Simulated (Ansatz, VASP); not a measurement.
# Be in VASP and in Ansatz

```
Be
1.0
     2.23274    0.01116    0.00000
     0.01116    2.23274    0.00000
     0.00000    0.00000    2.06565
Be
1
Direct
  0.50000 0.50000 0.00000
```

Change from the starting cell: strain = 0.01.

Alike in both runs: task single point; functional PBE; k mesh 12 × 12 × 13; occupations fermi-dirac, width 0.05 eV; no spin polarisation.

|  | VASP | Ansatz |
| --- | --- | --- |
| version | VASP 6.6.1 | Ansatz 0.2.0 |
| potentials or method | VASP PAW PBE potentials, release 64 (Be) | Ansatz PAW |
| plane-wave cutoff (eV) | 520 | 420 |
| valence electrons in the cell | 2 | 2 |

|  | VASP | Ansatz | Ansatz less VASP |
| --- | --- | --- | --- |
| gap on the k mesh at the Fermi level (eV) | none | none | - |
| pressure (GPa) | 0.2 | 0.1 | -0.07 |
| largest component of the traceless stress (GPa) | 1.15 | 1.24 | +0.089 |

A gap of «none» marks a metal or a gap that the smearing closes.
